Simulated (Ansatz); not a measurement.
## TiO$_{2}$: an elastic constant from a strain scan

Level of theory: DFT r2SCAN+U, scalar-relativistic, plane waves, PAW in Ansatz 0.2.0. Settings: plane waves to 500 eV, k-mesh 8×8×8 (Γ-centred), Gaussian smearing 0.05 eV. U_eff on d shells: Ti 4 eV. No spin polarisation. Energies are free energies at this smearing, counted from the undisturbed cell; pressure is positive in compression.

The starting cell (relaxed at this level):

```
Ti O
1.0
    -1.89832    1.89832    4.83070
     1.89832   -1.89832    4.83070
     1.89832    1.89832   -4.83070
Ti O
2 4
Direct
  0.00000 0.00000 0.00000
  0.75000 0.25000 0.50000
  0.20611 0.20611 0.00000
  0.95611 0.45611 0.50000
  0.54389 0.04389 0.50000
  0.79389 0.79389 0.00000
```

The cell is strained by ε times the Voigt pattern (0, 0, 0, 1, 0, 0) (xx, yy, zz, yz, xz, xy; engineering shear) with fractional coordinates fixed. The cell holds 6 atoms in V0 = 69.63 Å³. The stress column is τ = (1/V0) dE/dε, got from the stress tensor σ (compression positive) at each point as −det(1 + εP) σ : P(1 + εP)⁻¹, with P the pattern as a tensor.

| ε | ΔE (meV/atom) | τ (GPa) |
| --- | --- | --- |
| -0.0175 | 1.180 | -1.862 |
| -0.0150 | 0.867 | -1.596 |
| -0.0100 | 0.385 | -1.064 |
| -0.0050 | 0.096 | -0.532 |
| 0.0000 | 0.000 | 0.000 |
| 0.0050 | 0.096 | 0.532 |
| 0.0100 | 0.385 | 1.064 |
| 0.0150 | 0.867 | 1.596 |
| 0.0175 | 1.180 | 1.862 |
| 0.0200 | ? | ? |

**Question.** Which combination of elastic constants does this scan measure, and how large is it?

**Answer.** For small ε, τ = τ0 + Kε with K = pᵀCp, which for this pattern is C44 in the Cartesian frame shown. The parabola through τ at ε = -0.0050, 0 and 0.0050 has slope K = 106 GPa at zero. The energies per cell, E = NΔE, of the wider pair ε = ±0.0175 give K = 2[E(ε₊)/ε₊ − E(ε₋)/ε₋]/[(ε₊ − ε₋)V0] = 106 GPa, in agreement. These are clamped-ion values.

**Question.** Predict the withheld row at ε = 0.0200 from the harmonic law, and compare.

**Answer.** ΔE = V0(τ0 ε + Kε²/2)/N = 1.541 meV/atom and τ = 2.13 GPa. The calculation gives 1.541 meV/atom and 2.13 GPa, a miss of 0.01 meV/atom at most, so the harmonic law still holds here.

Forces appear on the atoms along this scan, and letting them relax would lower the energy and soften the response.

Cost: 6 runs of about 4.9 core-minutes in all, on Intel Xeon Platinum 8488C (Sapphire Rapids) (shared hosts).